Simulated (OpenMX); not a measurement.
Runs of OpenMX 3.8.5 on ZrS2. Symmetry: P-3m1, No. 164, trigonal system. The conventional cell has a = 3.691 Å, b = 3.691 Å, c = 6.041 Å, α = 90.00°, β = 90.00°, γ = 120.00°. Zr (site symmetry -3m) is surrounded by 6 S at 2.57 Å. S (site symmetry 3m) is surrounded by 3 Zr at 2.57 Å. The cell is a database's computed one.

```csv
task,level,potentials or basis,spin,k mesh,SCF threshold,max SCF cycles,"grid points, held for all volumes",gap on the mesh (eV),pressure (GPa),V0 of scaled cells (Å³/atom),B0 (GPa),largest force (eV/Å)
band structure,PBE,"OpenMX 2013 PBE set, Zr7.0-s3p2d2, S7.0-s2p2d1f1, grid cutoff 400 Ry",off,9 × 9 × 5,1e-08 Ha,100,-,0.93,2.3,-,-,(b)
equation of state,PBE,"OpenMX 2013 PBE set, Zr7.0-s3p2d2, S7.0-s2p2d1f1, fixed grid of 40 × 40 × 72 points",off,9 × 9 × 5,1e-08 Ha,-,40 × 40 × 72,-,-,(c),86,-
band structure,LDA,"OpenMX 2013 LDA set, Zr7.0-s3p2d2, S7.0-s2p2d1f1, grid cutoff 400 Ry",off,9 × 9 × 5,1e-08 Ha,100,-,0.83,-2.8,-,-,(a)
band structure,PBE,"OpenMX 2013 PBE set, Zr7.0-s3p2d2, S7.0-s2p2d1f1, grid cutoff 400 Ry","non-collinear, zero start, SOC",7 × 7 × 5,1e-07 Ha,100,-,0.95,-,-,-,0.44
equation of state,LDA,"OpenMX 2013 LDA set, Zr7.0-s3p2d2, S7.0-s2p2d1f1, fixed grid of 40 × 40 × 72 points",off,9 × 9 × 5,1e-08 Ha,-,40 × 40 × 72,-,-,23.04,97,-
```

Alike in all rows: cell as given; smearing fermi-dirac 0.05 eV.

Task: Fill in the values left out.

Result: (a) 0.08; (b) 0.45; (c) 24.39.

Caveats: the basis of atomic orbitals isn't converged, which shifts pressures, moduli and gaps; this functional lacks dispersion, which binds the layers, so the pressure and a relaxed spacing across them are unreliable (some runs); volumes in these bases differ from converged ones by about 1 %, for some elements by several (some runs); the cell was scaled at fixed shape and fractional positions, which overstates the stiffness of a crystal with free parameters, most of all of layers and chains (some runs); total energies with and without spin-orbit coupling shouldn't be compared in this program (some runs).

A k mesh can miss the band edges, and rows without SOC leave out spin-orbit coupling on Zr.
